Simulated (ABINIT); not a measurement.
# BaTe (Fm-3m) in ABINIT: reference runs

Aim: a first look at BaTe with PBE, on the cell as given and on a disturbed one.

Program: ABINIT 10.8.3 (patched build). These are calculated values, not measurements. Logs are shortened: lines on timing, memory, paths and dates and some standing lists are left out, and cuts for length are marked. The log counts tension as positive stress, the text compression.

## (1) The structure

It takes space group Fm-3m (No. 225, cubic). The conventional cell has a = 6.820 Å, b = 6.820 Å, c = 6.820 Å, α = 90.00°, β = 90.00°, γ = 90.00°. Ba (site symmetry m-3m) has 6 Te at 3.41 Å as nearest neighbours. Te (site symmetry m-3m) is surrounded by 6 Ba at 3.41 Å.

## (2) Single point, PBE

run.abi reads:

```
# Pseudopotentials
pp_dirpath "./"
pseudos "Ba.GGA_PBE-JTH.xml, Te.GGA_PBE-JTH.xml"

# Structure
structure "poscar:POSCAR"
natom 2

# Plane-wave basis
ecut 408.170794 eV
pawecutdg 30.0

# k points
kptopt 1
ngkpt 7 7 7
nshiftk 1
shiftk 0.0 0.0 0.0

# Exchange and correlation
ixc 11

# Bands and occupations
nband 12
occopt 3
tsmear 0.00183747

# SCF cycle
nstep 100
tolvrs 1.0e-9

# Output
iomode 3
prtwf 0
prtden 0
prteig 0
prtebands 0
enunit 2
```

POSCAR reads:

```
BaTe
1.0
    0.0000000000      3.4100000000      3.4100000000
    3.4100000000      0.0000000000      3.4100000000
    3.4100000000      3.4100000000      0.0000000000
Ba Te
1 1
Direct
    0.0000000000      0.0000000000      0.0000000000  Ba
    0.5000000000      0.5000000000      0.5000000000  Te
```

Potentials or basis: JTH PAW PBE v2.0.

Launch:

```bash
> abinit run.abi > log 2>&1
```

run.abo:

```text
.Version 10.8.3 of ABINIT
 Symmetries : space group Fm -3 m (#225); Bravais cF (face-center cubic)
================================================================================
 Values of the parameters that define the memory need of the present run
     intxc =       0    ionmov =       0      iscf =      17    lmnmax =      18
     lnmax =       6     mgfft =      32  mpssoang =       3    mqgrid =    3001
     natom =       2  nloc_mem =       2    nspden =       1   nspinor =       1
    nsppol =       1      nsym =      48    n1xccc =       1    ntypat =       2
    occopt =       3   xclevel =       2
       mpw =        1498          nfft =       32768          nkpt =          20
 PAW method is used; the additional fine FFT grid is defined by:
   mgfftf=        48    nfftf =    110592
================================================================================
================================================================================

--------------------------------------------------------------------------------
------------- Echo of variables that govern the present computation ------------
--------------------------------------------------------------------------------
 -outvars: echo values of preprocessed input variables --------
            acell      1.0000000000E+00  1.0000000000E+00  1.0000000000E+00 Bohr
              amu      1.37327000E+02  1.27600000E+02
             ecut      1.50000000E+01 Hartree
           enunit           2
              ixc          11
         kptrlatt        7    0    0      0    7    0      0    0    7
          kptrlen      6.37920097E+01
            natom           2
            nband          12
            ngfft          32      32      32
          ngfftdg          48      48      48
             nkpt          20
            nstep         100
             nsym          48
           ntypat           2
           occopt           3
        pawecutdg      3.00000000E+01 Hartree
         pawxcdev           0
           prtden           0
        prtebands           0
           prteig           0
            prtwf           0
            rprim      0.0000000000E+00  6.4439660893E+00  6.4439660893E+00
                       6.4439660893E+00  0.0000000000E+00  6.4439660893E+00
                       6.4439660893E+00  6.4439660893E+00  0.0000000000E+00
          spgroup         225
           tolvrs      1.00000000E-09
           tsmear      1.83747000E-03 Hartree
            typat      1  2
           useylm           1
           xangst      0.0000000000E+00  0.0000000000E+00  0.0000000000E+00
                       3.4100000000E+00  3.4100000000E+00  3.4100000000E+00
            xcart      0.0000000000E+00  0.0000000000E+00  0.0000000000E+00
                       6.4439660893E+00  6.4439660893E+00  6.4439660893E+00
             xred      0.0000000000E+00  0.0000000000E+00  0.0000000000E+00
                       5.0000000000E-01  5.0000000000E-01  5.0000000000E-01
            znucl       56.00000   52.00000

================================================================================

 chkinp: Checking input parameters for consistency.

================================================================================
== DATASET  1 ==================================================================

--- !DatasetInfo
iteration_state: {dtset: 1, }
dimensions: {natom: 2, nkpt: 20, mband: 12, nsppol: 1, nspinor: 1, nspden: 1, mpw: 1498, }
cutoff_energies: {ecut:  15.0, pawecutdg:  30.0, }
electrons: {nelect:   1.60000000E+01, charge:   0.00000000E+00, occopt:   3.00000000E+00, tsmear:   1.83747000E-03, }
meta: {optdriver: 0, ionmov: 0, optcell: 0, iscf: 17, paral_kgb: 0, }
...

 Exchange-correlation functional for the present dataset will be:
  GGA: Perdew-Burke-Ernzerhof functional - ixc=11
  J.P.Perdew, K.Burke, M.Ernzerhof, PRL 77, 3865 (1996)

 Real(R)+Recip(G) space primitive vectors, cartesian coordinates (Bohr,Bohr^-1):
 R(1)=  0.0000000  6.4439661  6.4439661  G(1)= -0.0775920  0.0775920  0.0775920
 R(2)=  6.4439661  0.0000000  6.4439661  G(2)=  0.0775920 -0.0775920  0.0775920
 R(3)=  6.4439661  6.4439661  0.0000000  G(3)=  0.0775920  0.0775920 -0.0775920
 Unit cell volume ucvol=  5.3516750E+02 bohr^3
 Angles (23,13,12)=  6.00000000E+01  6.00000000E+01  6.00000000E+01 degrees

 Coarse grid specifications (used for wave-functions):

 getcut: wavevector=  0.0000  0.0000  0.0000  ngfft=  32  32  32
         ecut(hartree)=     15.000   => boxcut(ratio)=   2.01405

 Fine grid specifications (used for densities):

 getcut: wavevector=  0.0000  0.0000  0.0000  ngfft=  48  48  48
         ecut(hartree)=     30.000   => boxcut(ratio)=   2.13623

--- Pseudopotential description ------------------------------------------------
- pspini: atom type   1  psp file is ./Ba.GGA_PBE-JTH.xml
 Pseudopotential format is: paw10
 basis_size (lnmax)=  6 (lmn_size= 18), orbitals=   0   0   1   1   2   2
 Spheres core radius: rc_sph= 2.31518568
 Shapefunction is SIN type: shapef(r)=[sin(pi*r/rshp)/(pi*r/rshp)]**2
 Radius for shape functions =  1.90897922
 Compensation charge density is not taken into account in XC energy/potential

- pspini: atom type   2  psp file is ./Te.GGA_PBE-JTH.xml
 Pseudopotential format is: paw10
 basis_size (lnmax)=  4 (lmn_size=  8), orbitals=   0   0   1   1
 Spheres core radius: rc_sph= 2.31107438
 Shapefunction is SIN type: shapef(r)=[sin(pi*r/rshp)/(pi*r/rshp)]**2
 Radius for shape functions =  2.10488624
 Compensation charge density is not taken into account in XC energy/potential

   2.74961369E+03                                ecore*ucvol(ha*bohr**3)
--------------------------------------------------------------------------------

[... 7 lines left out ...]

     iter   Etot(hartree)      deltaE(h)  residm     nres2
 ETOT  1  -34.240684656024    -3.424E+01 2.871E-02 8.831E-01
 ETOT  2  -34.278130856066    -3.745E-02 3.354E-03 1.735E-01
 ETOT  3  -34.277797907460     3.329E-04 1.721E-03 3.436E-02
 ETOT  4  -34.278006276872    -2.084E-04 2.208E-03 4.074E-03
 ETOT  5  -34.278080019313    -7.374E-05 5.587E-04 1.427E-04
 ETOT  6  -34.278085039981    -5.021E-06 7.587E-04 4.978E-06
 ETOT  7  -34.278085091908    -5.193E-08 1.920E-04 7.443E-07
 ETOT  8  -34.278085111000    -1.909E-08 2.717E-04 7.949E-08
 ETOT  9  -34.278085110806     1.942E-10 1.225E-04 6.830E-09
 ETOT 10  -34.278085110838    -3.266E-11 3.117E-04 2.919E-09
 ETOT 11  -34.278085110806     3.283E-11 1.518E-04 1.091E-10

 At SCF step   11       nres2   =  1.09E-10 < tolvrs=  1.00E-09 =>converged.

 Cartesian components of stress tensor (hartree/bohr^3)
  sigma(1 1)= -1.38781660E-04  sigma(3 2)=  0.00000000E+00
  sigma(2 2)= -1.38781660E-04  sigma(3 1)=  0.00000000E+00
  sigma(3 3)= -1.38781660E-04  sigma(2 1)=  0.00000000E+00

--- !ResultsGS
iteration_state: {dtset: 1, }
comment   : Summary of ground state results
lattice_vectors:
- [  0.0000000,   6.4439661,   6.4439661, ]
- [  6.4439661,   0.0000000,   6.4439661, ]
- [  6.4439661,   6.4439661,   0.0000000, ]
lattice_lengths: [   9.11314,    9.11314,    9.11314, ]
lattice_angles: [ 60.000,  60.000,  60.000, ] # degrees, (23, 13, 12)
lattice_volume:   5.3516750E+02
convergence: {deltae:  3.283E-11, res2:  1.091E-10, residm:  1.518E-04, diffor: null, }
etotal    :  -3.42780851E+01
entropy   :   0.00000000E+00
fermie    :  -6.84915509E-02
cartesian_stress_tensor: # hartree/bohr^3
- [ -1.38781660E-04,   0.00000000E+00,   0.00000000E+00, ]
- [  0.00000000E+00,  -1.38781660E-04,   0.00000000E+00, ]
- [  0.00000000E+00,   0.00000000E+00,  -1.38781660E-04, ]
pressure_GPa:   4.0831E+00
xred      :
- [  0.0000E+00,   0.0000E+00,   0.0000E+00, Ba]
- [  5.0000E-01,   5.0000E-01,   5.0000E-01, Te]
cartesian_forces: # hartree/bohr
- [ -0.00000000E+00,  -0.00000000E+00,  -0.00000000E+00, ]
[... 5 lines left out ...]
 ------------------------------------------------
 Atom  Sphere_radius  Integrated_density
    1        2.31519          6.51815349
    2        2.31107          3.24111146

================================================================================

 ----iterations are completed or convergence reached----

 Mean square residual over all n,k,spin=   16.104E-07; max=  15.179E-05
 reduced coordinates (array xred) for    2 atoms
       0.000000000000      0.000000000000      0.000000000000
       0.500000000000      0.500000000000      0.500000000000
 rms dE/dt=  0.0000E+00; max dE/dt=  0.0000E+00; dE/dt below (all hartree)
    1       0.000000000000      0.000000000000      0.000000000000
    2       0.000000000000      0.000000000000      0.000000000000

 cartesian coordinates (angstrom) at end:
    1      0.00000000000000     0.00000000000000     0.00000000000000
    2      3.41000000000000     3.41000000000000     3.41000000000000

 cartesian forces (hartree/bohr) at end:
[... 6 lines left out ...]
    2     -0.00000000000000    -0.00000000000000    -0.00000000000000
 frms,max,avg= 0.0000000E+00 0.0000000E+00   0.000E+00  0.000E+00  0.000E+00 e/A
 length scales=  1.000000000000  1.000000000000  1.000000000000 bohr
              =  0.529177210544  0.529177210544  0.529177210544 angstroms
 Fermi (or HOMO) energy (hartree) =  -0.06849   Average Vxc (hartree)=  -0.32288
 Eigenvalues (hartree) for nkpt=  20  k points:
 kpt#   1, nband= 12, wtk=  0.00292, kpt=  0.0000  0.0000  0.0000 (reduced coord)
  -1.07889   -0.53376   -0.53376   -0.53376   -0.45035   -0.09328   -0.09328   -0.09328
   0.01208    0.01208    0.01208    0.02563
      occupation numbers for kpt#   1
   2.00000    2.00000    2.00000    2.00000    2.00000    2.00000    2.00000    2.00000
   0.00000    0.00000    0.00000    0.00000
 prteigrs : prtvol=0 or 1, do not print more k-points.

 Fermi (or HOMO) energy (eV) =  -1.86375   Average Vxc (eV)=  -8.78593
 Eigenvalues (   eV  ) for nkpt=  20  k points:
 kpt#   1, nband= 12, wtk=  0.00292, kpt=  0.0000  0.0000  0.0000 (reduced coord)
 -29.35817  -14.52439  -14.52439  -14.52439  -12.25456   -2.53824   -2.53824   -2.53824
   0.32880    0.32880    0.32880    0.69746
 prteigrs : prtvol=0 or 1, do not print more k-points.

--- !EnergyTerms
iteration_state     : {dtset: 1, }
comment             : Components of total free energy in Hartree
kinetic             :  1.15734338800221E+01
hartree             :  4.25402759171005E+00
xc                  : -1.36986244396535E+01
Ewald energy        : -2.92641665785744E+01
psp_core            :  5.13785622025365E+00
local_psp           : -1.17592038139232E+01
PAW spherical_terms : -5.21400802896199E-01
internal            : -3.42780779430616E+01
'-kT*entropy'       : -1.50696977794982E-09
total_energy        : -3.42780779445685E+01
total_energy_eV     : -9.32754018719497E+02
...

--- !EnergyTermsDC
iteration_state     : {dtset: 1, }
comment             : '"Double-counting" decomposition of free energy'
band_energy         : -7.07071286866683E+00
Ewald energy        : -2.92641665785744E+01
psp_core            :  5.13785622025365E+00
xc_dc               : -6.66929109646725E+00
PAW spherical_terms :  3.58822921415632E+00
internal            : -3.42780851092986E+01
'-kT*entropy'       : -1.50696977794982E-09
total_energy_dc     : -3.42780851108055E+01
total_energy_dc_eV  : -9.32754213722740E+02
...

--- !EnergyTermsWithPAWCore
iteration_state     : {dtset: 1, }
comment             : 'Components of total free energy, including PAW core contributions'
Total energy        : -1.49303585100476E+04
Total energy DC     : -1.49303585172138E+04
Total energy (eV)   : -4.06275752207874E+05
Total energy DC (eV): -4.06275752402877E+05
...

 Cartesian components of stress tensor (hartree/bohr^3)
  sigma(1 1)= -1.38781660E-04  sigma(3 2)=  0.00000000E+00
  sigma(2 2)= -1.38781660E-04  sigma(3 1)=  0.00000000E+00
  sigma(3 3)= -1.38781660E-04  sigma(2 1)=  0.00000000E+00

-Cartesian components of stress tensor (GPa)         [Pressure=  4.0831E+00 GPa]
- sigma(1 1)= -4.08309740E+00  sigma(3 2)=  0.00000000E+00
- sigma(2 2)= -4.08309740E+00  sigma(3 1)=  0.00000000E+00
- sigma(3 3)= -4.08309740E+00  sigma(2 1)=  0.00000000E+00

== END DATASET(S) ==============================================================
================================================================================

 -outvars: echo values of variables after computation  --------
            acell      1.0000000000E+00  1.0000000000E+00  1.0000000000E+00 Bohr
           etotal     -3.4278085111E+01
            fcart     -0.0000000000E+00 -0.0000000000E+00 -0.0000000000E+00
                      -0.0000000000E+00 -0.0000000000E+00 -0.0000000000E+00
            rprim      0.0000000000E+00  6.4439660893E+00  6.4439660893E+00
                       6.4439660893E+00  0.0000000000E+00  6.4439660893E+00
                       6.4439660893E+00  6.4439660893E+00  0.0000000000E+00
           strten     -1.3878165986E-04 -1.3878165986E-04 -1.3878165986E-04
                       0.0000000000E+00  0.0000000000E+00  0.0000000000E+00
           xangst      0.0000000000E+00  0.0000000000E+00  0.0000000000E+00
                       3.4100000000E+00  3.4100000000E+00  3.4100000000E+00
             xred      0.0000000000E+00  0.0000000000E+00  0.0000000000E+00
                       5.0000000000E-01  5.0000000000E-01  5.0000000000E-01
 Calculation completed.
```

It took 14 s on 1 thread of Arm Neoverse V1, shared host; peak memory 0.11 GiB.

What came out:

```yaml
Free_energy: -932.7542 eV
Pressure: 4.1 GPa
Band_gap_on_the_k_mesh: 1.38 eV, indirect (least direct gap 1.76 eV)
Valence_electrons_inside_the_program's_atomic_spheres: Ba 6.52; Te 3.24
```

Caveat: this set's barium file shifts pressures by 1.5 GPa and gaps by 0.1 eV against other sets; spin-orbit coupling is left out, which moves the levels of the heavy elements; an odd mesh through Γ misses points on the zone boundary, where band edges often lie.

## (3) Single point, PBE (atoms moved at random, drawn with an rms of 0.05 Å)

run.abi reads:

```
# Pseudopotentials
pp_dirpath "./"
pseudos "Ba.GGA_PBE-JTH.xml, Te.GGA_PBE-JTH.xml"

# Structure
acell 3*1.0 Angstrom
rprim
     0.0000000000     3.4100000000     3.4100000000
     3.4100000000     0.0000000000     3.4100000000
     3.4100000000     3.4100000000     0.0000000000
ntypat 2
znucl 56 52
natom 2
typat 1 2
xred
    -0.0040420000     0.0070370000    -0.0072940000
     0.5045320000     0.5000230000     0.5071330000
chkprim 0
chksymtnons 0
tolsym 1.0e-6

# Plane-wave basis
ecut 15.0
pawecutdg 30.0

# k points
kptopt 1
ngkpt 7 7 7
nshiftk 1
shiftk 0.0 0.0 0.0

# Exchange and correlation
ixc 11

# Bands and occupations
nband 12
occopt 3
tsmear 0.05 eV

# SCF cycle
nstep 100
tolvrs 1.0e-9

# Output
iomode 3
prtwf 0
prtden 0
prteig 0
prtebands 0
enunit 1
```

Potentials or basis: JTH PAW PBE v2.0.

Launch:

```bash
> abinit run.abi > log 2>&1
```

run.abo:

```text
.Version 10.8.3 of ABINIT
 Symmetries : space group P1 (#  1); Bravais aP (primitive triclinic)
================================================================================
 Values of the parameters that define the memory need of the present run
     intxc =       0    ionmov =       0      iscf =      17    lmnmax =      18
     lnmax =       6     mgfft =      32  mpssoang =       3    mqgrid =    3001
     natom =       2  nloc_mem =       2    nspden =       1   nspinor =       1
    nsppol =       1      nsym =       1    n1xccc =       1    ntypat =       2
    occopt =       3   xclevel =       2
       mpw =        1498          nfft =       32768          nkpt =         172
 PAW method is used; the additional fine FFT grid is defined by:
   mgfftf=        48    nfftf =    110592
================================================================================
================================================================================

--------------------------------------------------------------------------------
------------- Echo of variables that govern the present computation ------------
--------------------------------------------------------------------------------
 -outvars: echo values of preprocessed input variables --------
            acell      1.8897261259E+00  1.8897261259E+00  1.8897261259E+00 Bohr
              amu      1.37327000E+02  1.27600000E+02
          chkprim           0
      chksymtnons           0
             ecut      1.50000000E+01 Hartree
           enunit           1
                       outvar_i_n : Printing only first  50 k-points.
              ixc          11
[... 213 lines left out ...]
'-kT*entropy'       : -1.13570212489814E-09
total_energy_dc     : -3.42777004445616E+01
total_energy_dc_eV  : -9.32743746421000E+02
...

--- !EnergyTermsWithPAWCore
iteration_state     : {dtset: 1, }
comment             : 'Components of total free energy, including PAW core contributions'
Total energy        : -1.49303581317800E+04
Total energy DC     : -1.49303581325476E+04
Total energy (eV)   : -4.06275741914690E+05
Total energy DC (eV): -4.06275741935575E+05
...

 Cartesian components of stress tensor (hartree/bohr^3)
  sigma(1 1)= -1.38719561E-04  sigma(3 2)=  4.46059329E-07
  sigma(2 2)= -1.48210903E-04  sigma(3 1)=  5.93581496E-08
  sigma(3 3)= -1.37983177E-04  sigma(2 1)=  8.58427904E-07

-Cartesian components of stress tensor (GPa)         [Pressure=  4.1671E+00 GPa]
- sigma(1 1)= -4.08127040E+00  sigma(3 2)=  1.31235185E-02
- sigma(2 2)= -4.36051532E+00  sigma(3 1)=  1.74637706E-03
- sigma(3 3)= -4.05960523E+00  sigma(2 1)=  2.52558209E-02

== END DATASET(S) ==============================================================
================================================================================

 -outvars: echo values of variables after computation  --------
            acell      1.8897261259E+00  1.8897261259E+00  1.8897261259E+00 Bohr
           etotal     -3.4277700445E+01
            fcart      1.4775213959E-03  4.7407794481E-03  3.3320087391E-04
                      -1.4775213959E-03 -4.7407794481E-03 -3.3320087391E-04
            rprim      0.0000000000E+00  3.4100000000E+00  3.4100000000E+00
                       3.4100000000E+00  0.0000000000E+00  3.4100000000E+00
                       3.4100000000E+00  3.4100000000E+00  0.0000000000E+00
           strten     -1.3871956143E-04 -1.4821090331E-04 -1.3798317730E-04
                       4.4605932864E-07  5.9358149641E-08  8.5842790437E-07
           xangst     -8.7637000000E-04 -3.8655760000E-02  1.0212950000E-02
                       3.4344019600E+00  3.4497776500E+00  3.4255325500E+00
             xred     -4.0420000000E-03  7.0370000000E-03 -7.2940000000E-03
                       5.0453200000E-01  5.0002300000E-01  5.0713300000E-01
 Calculation completed.
```

It took 89 s on 1 thread of Arm Neoverse V1, shared host; peak memory 0.21 GiB.

What came out:

```
Free energy                                           : -932.7437 eV
Pressure                                              : 4.2 GPa
Largest force                                         : 0.256 eV/Å
Band gap on the k mesh                                : 1.39 eV, indirect (least direct gap 1.76 eV)
Valence electrons inside the program's atomic spheres : Ba 6.52; Te 3.22
```

Forces on the atoms (eV/Å):
```
Ba   0.076  0.244  0.017
Te  -0.076 -0.244 -0.017
```

Levels at points of the mesh, in eV from the valence-band top:
```tsv
k point	band 6	band 7	band 8	band 9	band 10	band 11
(0.00, 0.00, 0.00)	0.00	0.00	0.00	2.88	2.89	2.90
```

Caveat: this set's barium file shifts pressures by 1.5 GPa and gaps by 0.1 eV against other sets; spin-orbit coupling is left out, which moves the levels of the heavy elements; an odd mesh through Γ misses points on the zone boundary, where band edges often lie.
